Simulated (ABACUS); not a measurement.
The system is Sr.

```
CELL_PARAMETERS angstrom
0.00000 3.04235 3.04235
3.04235 0.00000 3.04235
3.04235 3.04235 0.00000
ATOMIC_POSITIONS crystal
Sr 0.00000 0.00000 0.00000
```

```yaml
Program: ABACUS 3.10.1
Task: single point
Functional: PBE
Potentials_or_basis: PseudoDojo NC SR 0.4.1 PBE standard
Cutoff: 1361 eV
Density_cutoff: 5442 eV
Basis: DZP LCAO (the cutoffs set its grid)
k_mesh: 8 × 8 × 8
Occupations: fermi-dirac, width 0.05 eV
Spin: no spin polarisation
```

On this cell: pressure -0.6 GPa; band gap on the k mesh none (metal or under the smearing width).

The same run follows on a disturbed copy (cell strained at random at fixed volume):

```
CELL_PARAMETERS angstrom
0.06610 3.01958 2.96526
3.13463 0.00753 3.02383
3.12896 3.07248 0.01320
ATOMIC_POSITIONS crystal
Sr 0.99000 0.99567 0.01497
```

Task: What does the disturbed cell give?

Result: The energy (extrapolated to zero smearing) moves by +3.8 meV/atom; pressure -0.6 GPa; band gap on the k mesh none (metal or under the smearing width).

Stress tensor (GPa, compression positive):
```
-0.71 -0.27 -0.33
-0.27 -0.57  0.22
-0.33  0.22 -0.49
```

Caveats: the atomic orbitals were generated for these runs and aren't a published set; the basis of atomic orbitals isn't converged, which shifts pressures, moduli and gaps.
